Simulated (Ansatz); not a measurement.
The system is FeGe.

```
Ge Fe
1.0
     4.99760    0.00000    0.00000
    -2.49880    4.32805    0.00000
     0.00000    0.00000    4.11576
Ge Fe
3 3
Direct
  0.66667 0.33333 0.50000
  0.33333 0.66667 0.50000
  0.00000 0.00000 0.00000
  0.00000 0.50000 0.00000
  0.50000 0.50000 0.00000
  0.50000 0.00000 0.00000
```

The cell is a database's computed one.

```yaml
Program: Ansatz 0.2.0
Task: relaxation of cell and atoms
Functional: LDA
Potentials_or_basis: Ansatz PAW
Cutoff: "420 eV (not typed: the program's choice for these potentials)"
k_mesh: 6 × 6 × 7
Occupations: fermi-dirac, width 0.05 eV
Spin: collinear spin, ferromagnetic start
Starting_moments: "[0.0, 0.0, 0.0, 3.0, 3.0, 3.0] μB"
```

At the start: volume 14.84 Å³/atom.

Q: How do energy, volume and symmetry change on relaxing?

A: It ends after 6 steps and the volume is 13.34 Å³/atom (-10.1 %); space group P6/mmm (No. 191, to 0.05 Å); moment 3.24 μB per cell.

Step by step:
| step | energy change (eV) | largest force (eV/Å) | volume (Å³) |
| --- | --- | --- | --- |
| 1 | 0.0000 | 0.0000 | 89.02 |
| 2 | -0.4237 | 0.0000 | 82.25 |
| 3 | -0.4623 | 0.0000 | 79.67 |
| 4 | -0.4647 | 0.0000 | 79.96 |
| 5 | -0.4647 | 0.0000 | 80.02 |
| 6 | -0.4607 | 0.0000 | 80.02 |

Final structure:
```
Ge Fe
1.0
     4.86860    0.00000    0.00000
    -2.43430    4.21633    0.00000
     0.00000    0.00000    3.89801
Ge Fe
3 3
Direct
  0.66667 0.33333 0.50000
  0.33333 0.66667 0.50000
  0.00000 0.00000 0.00000
  0.00000 0.50000 0.00000
  0.50000 0.50000 0.00000
  0.50000 0.00000 0.00000
```

Caveat: the plane-wave basis is chosen anew once the cell has moved, so the energies of steps on either side of that aren't comparable; the PAW data sets come from PBE, with cores solved anew for the run's functional, which leaves a small shift of forces and pressure.
